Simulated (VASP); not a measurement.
# From VASP inputs to Ansatz: NaH (strained CsCl)

INCAR

```
NELM = 120
SIGMA = 0.01
ISMEAR = 0
EDIFF = 1E-7
NBANDS = 11
ISIF = 2
LREAL = .FALSE.
IBRION = -1
PREC = Accurate
LCHARG = .FALSE.
LASPH = .TRUE.
ENCUT = 520
METAGGA = R2SCAN
NSW = 0
ALGO = Normal
LWAVE = .FALSE.
```

KPOINTS

```
KPOINTS created by Atomic Simulation Environment
0
Gamma
8 8 8
0 0 0
```

KPOINTS_OPT

```
special points
4
Reciprocal
0.0000000000 0.0000000000 0.0000000000 1
0.0000000000 0.5000000000 0.0000000000 1
0.5000000000 0.5000000000 0.0000000000 1
0.5000000000 0.5000000000 0.5000000000 1
```

POSCAR

```
Na H
 1.0000000000000000
     2.8605476218999999    0.0000000000000000    0.0000000000000000
     0.0000000000000000    2.8605476218999999    0.0000000000000000
     0.0000000000000000    0.0000000000000000    2.9323912064000002
 Na  H
   1   1
Cartesian
  0.0000000000000000  0.0000000000000000  0.0000000000000000
  1.4302738109499999  1.4302738109499999  1.4661956031999999
```

VASP ran with the recommended PBE PAW datasets (8 valence electrons in the cell).

**Question.** Translate these files to an Ansatz input.

**Answer.** 

```yaml
crystal:
  lattice:
    - [2.8605476219, 0.0, 0.0]
    - [0.0, 2.8605476219, 0.0]
    - [0.0, 0.0, 2.9323912064]
  atoms:
    - { symbol: Na, position: [0.0, 0.0, 0.0] }
    - { symbol: H, position: [0.5, 0.5, 0.5] }
kpoints:
  mp_grid: { grid: [8, 8, 8] }
  band_path:
    path: [[0.0, 0.0, 0.0], [0.0, 0.5, 0.0], [0.5, 0.5, 0.0], [0.5, 0.5, 0.5]]
    npoints: 1
hamiltonian:
  xc: r2scan
scf:
  occupations: { method: fixed }
  n_extra_bands: 4
output:
  forces: true
  stress: true
  eigenvalues: true
```

Other inputs would serve too.

```
                              VASP   Ansatz
gap between bands v and c  1.45 eV  1.43 eV
         least direct gap  5.27 eV  5.27 eV
                 pressure  1.1 GPa  1.4 GPa
```

Datasets and cutoffs are each program's own. VASP's cell holds 8 valence electrons and Ansatz's 10. Ansatz's stress includes a Pulay correction; VASP's doesn't.
